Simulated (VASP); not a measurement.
Wanted: the native input for a VASP 6.6.1 run.

```yaml
Task: single point
Functional: PBEsol
Potentials_or_basis: VASP PAW PBE potentials, release 64 (Ti_sv, Al)
Cutoff: 900 eV
k_mesh: 18 × 18 × 10
Occupations: gaussian, width 0.1 eV
Spin: no spin polarisation
Further_INCAR_settings: ALGO = Normal; EDIFF = 1e-06
```

The structure of TiAl lies in POSCAR:

```
TiAl
1.0
    2.8469800000      0.0000000000      0.0000000000
   -1.4234900000      2.4655600000      0.0000000000
    0.0000000000      0.0000000000      4.6212100000
Ti Al
1 1
Direct
    0.0000000000      1.0000000000      0.0000000000
    0.3333300000      0.6666700000      0.5000000000
```

The cell comes from a database or a generator and needn't be the stable form of this composition.

These files were run (other wordings do the same):

INCAR

```
SYSTEM = TiAl
PREC = Accurate
ENCUT = 900
EDIFF = 1E-6
ISMEAR = 0
SIGMA = 0.1
LREAL = .FALSE.
LASPH = .TRUE.
NELM = 60
ALGO = Normal
ISIF = 2
LWAVE = .FALSE.
LCHARG = .TRUE.
GGA = PS
LELF = .TRUE.
LVHAR = .TRUE.
```

KPOINTS

```
regular mesh
0
G
  18 18 10
  0 0 0
```

Potentials or basis: VASP PAW PBE potentials, release 64 (Ti_sv, Al).

Launch:

```console
$ cat potpaw_PBE.64/Ti_sv/POTCAR potpaw_PBE.64/Al/POTCAR > POTCAR
$ mpirun -np 1 vasp_std > vasp.out
```

It gave:

| Item | Value |
| --- | --- |
| Pressure | 0.0 GPa |
| Band gap on the k mesh | none (metal or under the smearing width) |

Caveat: the PAW data sets were made with another functional, which shifts forces and pressure a little.

Wall time 2.3 min on 1 thread of Intel(R) Xeon(R) 6975P-C (Granite Rapids) (shared host), peak memory 0.6 GiB.
